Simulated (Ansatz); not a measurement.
Crystal: VO2.

```
V O
1.0
     4.50720    0.00000    0.00000
     0.00000    4.50720    0.00000
     0.00000    0.00000    3.04445
V O
2 4
Direct
  0.50000 0.50000 0.50000
  0.00000 0.00000 0.00000
  0.20036 0.79964 0.50000
  0.79964 0.20036 0.50000
  0.70036 0.70036 0.00000
  0.29964 0.29964 0.00000
```

The cell is a database's computed one.

```yaml
Program: Ansatz 0.2.0
Task: relaxation of cell and atoms
Functional: BLYP
Dispersion: D3(BJ)
Potentials_or_basis: Ansatz PAW
Cutoff: "420 eV (not typed: the program's choice for these potentials)"
k_mesh: 6 × 6 × 9
Occupations: fermi-dirac, width 0.05 eV
Spin: collinear spin, ferromagnetic start
Starting_moments: "[2.0, 2.0, 0.0, 0.0, 0.0, 0.0] μB"
```

At the start: volume 10.31 Å³/atom.

Task: Where does the relaxation end?

Result: It ends after 10 steps and the volume is 9.84 Å³/atom (-4.5 %); space group P4_2/mnm (No. 136, to 0.05 Å); moment 2.00 μB per cell.

The path:
| step | energy change (eV) | largest force (eV/Å) | volume (Å³) |
| --- | --- | --- | --- |
| 1 | 0.0000 | 0.1871 | 61.85 |
| 2 | -0.2353 | 0.4532 | 60.12 |
| 3 | -0.3002 | 0.1330 | 58.39 |
| 4 | -0.3075 | 0.0659 | 58.99 |
| 5 | -0.3073 | 0.0034 | 59.13 |
| 6 | -0.3076 | 0.0029 | 59.08 |
| 7 | -0.3075 | 0.0001 | 59.10 |
| 8 | -0.3008 | 0.0001 | 59.10 |
| 9 | -0.3013 | 0.0000 | 59.05 |
| 10 | -0.3010 | 0.0000 | 59.05 |

Final structure:
```yaml
crystal:
  lattice:
    - [4.55823, 0.00000, 0.00000]
    - [0.00000, 4.55823, 0.00000]
    - [0.00000, 0.00000, 2.84189]
  atoms:
    - { symbol: V, position: [0.50000, 0.50000, 0.50000] }
    - { symbol: V, position: [0.00000, 0.00000, 0.00000] }
    - { symbol: O, position: [0.20072, 0.79928, 0.50000] }
    - { symbol: O, position: [0.79928, 0.20072, 0.50000] }
    - { symbol: O, position: [0.70072, 0.70072, 0.00000] }
    - { symbol: O, position: [0.29928, 0.29928, 0.00000] }
```

Caveat: the plane-wave basis is chosen anew once the cell has moved, so the energies of steps on either side of that aren't comparable; the pressure holds a Pulay correction of +1.0 GPa for the finite cutoff; the PAW data sets come from PBE, with cores solved anew for the run's functional, which leaves a small shift of forces and pressure.
